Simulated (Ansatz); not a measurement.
Crystal: SnTe.

```
CELL_PARAMETERS angstrom
0.00000 3.15085 3.15085
3.15085 0.00000 3.15085
3.15085 3.15085 0.00000
ATOMIC_POSITIONS crystal
Te 0.50000 0.50000 0.50000
Sn 0.00000 0.00000 0.00000
```

Program: Ansatz 0.2.0. Alike in all runs: no spin polarisation; cell as given; k mesh 7 × 7 × 7. Hardware: 1 thread of Arm Neoverse V1, on a shared host.

Q: Order these runs on this cell by their wall time, lowest first.
A. task single point; level rPW86-PBE; potentials or basis Ansatz PAW; cutoff (eV) 420; smearing gaussian 0.1 eV
B. task optical spectrum; level r2SCAN+D4; potentials or basis PseudoDojo standard (PBE files); cutoff (eV) 1120; smearing fixed; broadening 0.2 eV
C. task atomic charges; level PBEsol; potentials or basis PseudoDojo standard (PBEsol files); cutoff (eV) 1120; smearing methfessel-paxton 0.05 eV

A: A (2.5 s), C (5.9 s), B (160 s).

Caveats: the meta-GGA runs on potentials made for a GGA (some runs); spectra need much finer meshes, so this one isn't converged (some runs); independent-particle spectra lack excitons (some runs).
